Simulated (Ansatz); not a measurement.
## NbC, space group Fm-3m: a convergence test of the k-point mesh

Computed with Ansatz's Python interface.

`nbc_kconv.py`:
```python
import warnings

import ansatz as az
import pandas as pd

warnings.simplefilter("ignore", az.DeckWarning)

xtal = (
    az.Lattice.from_parameters(3.160131, 3.160131, 3.160131, alpha=60.0, beta=60.0, gamma=60.0)
    .atom("Nb", (0.0, 0.0, 0.0))
    .atom("C", (0.5, 0.5, 0.5))
)

job = (
    xtal.calculation()
    .occupations("methfessel_paxton", width=0.15)
    .functional("PBE", dispersion="d4")
    .pseudopotentials("paw")
    .forces()
    .stress()
)

rows = []
for value in [1.0, 0.6, 0.4, 0.3]:
    report = job.kpoints(spacing=value).run(threads=1).report
    rows.append((value, report["free_energy_ev"] / len(report["lattice"]["sites"]), report["n_iterations"], sum(report["stress_gpa"][i][i] for i in range(3)) / 3, max(abs(f) for row in report["forces_ev_ang"] for f in row), report["n_kpoints"]))

table = pd.DataFrame(rows, columns=["spacing (1/A)", "F/atom (eV)", "iterations", "P (GPa)", "max component (eV/A)", "k-points"])
print(table.round(5).to_string(index=False))

for row in rows[:-1]:
    shift = 1000 * (row[1] - rows[-1][1])
    print(f"{row[0]}: {shift:+.2f} meV/atom" + ("  (within 2 meV)" if abs(shift) < 2 else ""))
```

```console
$ python nbc_kconv.py
 spacing (1/A)  F/atom (eV)  iterations  P (GPa)  max component (eV/A)  k-points
           1.0  -2402.26350           5  2.23301                   0.0         4
           0.6  -2402.49997           6 -1.97879                   0.0        10
           0.4  -2402.49121           6 -1.86976                   0.0        20
           0.3  -2402.48654           5 -1.79674                   0.0        35
1.0: +223.04 meV/atom
0.6: -13.44 meV/atom
0.4: -4.67 meV/atom
```

What to keep in mind:
- No spin polarisation was allowed.
- Dispersion corrections can be off by several per cent in the lattices of metals, and by several GPa in the pressure at a fixed cell.
- Forces vanish by symmetry here and test nothing.
- Pressure is positive in compression.
- The starting cell is as deposited in a crystallographic database; the results hold for this polymorph, which needn't be the stable one.
- Shifts are counted from the finest mesh, which is itself no proven limit.
- Wall time of the script: 4.6 s on 1 thread of Arm Neoverse V1, on a shared host, peak memory 0.39 GiB.
